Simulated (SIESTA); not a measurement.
## La under changes of volume

One of the cells (37.701 Å³/atom); the others are scaled copies at fixed shape and fractional positions:

```
La
1.0
     3.77484    0.00000    0.00000
    -1.88742    3.26910    0.00000
     0.00000    0.00000    6.11020
La
2
Direct
  0.66667 0.33333 0.75000
  0.33333 0.66667 0.25000
```

This isn't the form of La at room conditions, which is double hcp.

```yaml
Program: SIESTA 5.4.2
Functional: PBEsol
Potentials_or_basis: PseudoDojo 0.4 standard (PBEsol files)
Basis: DZP (energy shift 0.003 Ry; two zetas on semicore shells)
Grid_cutoff: 800 Ry
Energy_shift: 0.003 Ry
k_mesh: 8 × 8 × 5
Occupations: fermi-dirac, width 0.05 eV
Spin: no spin polarisation
```

```csv
volume (Å³/atom),energy over the lowest point (meV/atom),pressure (GPa)
34.744,31.60,3.3
35.483,?,?
36.222,8.81,1.7
37.701,0.00,0.3
38.440,0.24,-0.4
39.179,3.33,-0.9
```

Q: What does the run at 35.483 Å³/atom give?

A: Energy over the lowest point 18.38 meV/atom; pressure 2.5 GPa.

Worked out: A Birch-Murnaghan fit of order 3 (a polynomial in V^(-2/3)) to the other rows has its minimum at 38.00 Å³/atom with B0 = V·E''(V) = 33 GPa (rough, since the energies scatter) at fixed shape and positions, which overstates the stiffness. It gives 18.34 meV/atom at 35.483 Å³/atom, against the run's 18.38, and -dE/dV = 2.5 GPa, against 2.5.

Energies are extrapolated to zero smearing.

Caveats: the basis of atomic orbitals isn't converged, which shifts pressures, moduli and gaps.
